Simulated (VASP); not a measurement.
**SiC: relaxation of the atoms with PBE**

Crystal: SiC.

```
Si C
1.0
     0.00000    2.02298    2.02298
     2.02298    0.00000    2.02298
     2.02298    2.02298    0.00000
Si C
1 1
Direct
  0.00000 0.00000 0.00000
  0.50000 0.50000 0.50000
```

The cell was built by a generator and needn't be a form met in nature.

* Program: VASP 6.6.1
* Task: relaxation of the atoms
* Functional: PBE
* Potentials or basis: VASP PAW PBE potentials, release 64 (Si, C_s)
* Cutoff: 300 eV
* k mesh: 6 × 6 × 6
* Occupations: gaussian, width 0.03 eV
* Spin: no spin polarisation
* Further INCAR settings: ALGO = Fast; EDIFF = 1e-07; IBRION = 2; EDIFFG = -0.01; NSW = 40

```json
{
 "Band gap on the k mesh": "none (metal or under the smearing width)"
}
```

Final structure:
```
Si C
1.0
     0.00000    2.02298    2.02298
     2.02298    0.00000    2.02298
     2.02298    2.02298    0.00000
Si C
1 1
Cartesian
  0.0000 0.0000 0.0000
  2.0230 2.0230 2.0230
```

Levels at points of the mesh, in eV from the Fermi level:
```
           k point  band 1  band 2  band 3  band 4  band 5  band 6  band 7  band 8
(0.00, 0.00, 0.00)  -18.45    0.06    0.06    0.06    7.56    9.04    9.04    9.04
(0.50, 0.00, 0.00)  -13.25  -11.52   -0.98   -0.98    5.31    5.31    5.98    9.68
(0.50, 0.50, 0.00)  -11.48   -9.78   -4.26   -4.26   -0.88    2.60   14.91   15.18
```

Wall time 1.6 s on 1 thread of Intel(R) Xeon(R) 6975P-C (Granite Rapids), on a shared host, peak memory 0.1 GiB.

Caveat: the k mesh is coarse (spacing up to 0.45 Å⁻¹), so the values aren't converged; the relaxation stopped at its first step, so nothing moved.
